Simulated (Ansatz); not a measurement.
**IrO2 at a changed volume: Field gradients at the nuclei**

The cell is a structure deposited in the COD, relaxed with PBE at fixed cell and then changed (volume scaled by 1.06, ions relaxed).

Space group P4_2/mnm (No. 136); a = 4.5872, c = 3.2077 Å.

| site | Wyckoff | site symmetry | x | y | z |
| --- | --- | --- | --- | --- | --- |
| Ir | 2a | m.mm | 0.0000 | 0.0000 | 0.0000 |
| O | 4f | m.2m | 0.3085 | 0.3085 | 0.0000 |

One atom of each set is listed.

Level of theory: DFT, PBE, plane waves and PAW, scalar-relativistic, collinear spin, 420 eV cutoff, Γ-centred 10×10×15 k-points, Fermi–Dirac smearing 0.05 eV (Ansatz 0.2.0). Start moments as typed (μB): 1 on each Ir, none on the rest.

Conventions: |V_zz| ≥ |V_yy| ≥ |V_xx|, η = (V_xx − V_yy)/V_zz, C_Q = eQV_zz/h. ν_Q = 3|C_Q|/[2I(2I − 1)].

¹⁹¹Ir: I = 3/2, Q = 816.0 mb; ¹⁷O: I = 5/2, Q = -25.58 mb. Quadrupole moments are those of Pyykkö's year-2017 table.

Problem. What field gradients does the calculation give at each kind of site?

Solution. 

```csv
site,atoms,first shell,C_Q (MHz),η,ν_Q (MHz)
Ir,2,6 O at 2.00–2.03 Å,-238,0.18,119
O,4,3 Ir at 2.00–2.03 Å,6.31,0.20,0.946
```

At O V_zz stands upright on the plane through its three neighbours (within 1°).

With no gap above 0.1 eV, as in a metal, the gradients converge slowly in k; expect changes of a tenth or more on a denser mesh. Spin–orbit coupling is left out, which shifts gradients on Ir by a few per cent in wide-gap crystals, and can shift them far more where the calculated gap is small or absent, as here. Semilocal functionals can leave a metal where correlation in the d or f shell opens a gap in the real compound, and that would change the values at and beside Ir. At this changed cell the PBE pressure is -8 GPa. The start moments die out, and the run ends without spin.
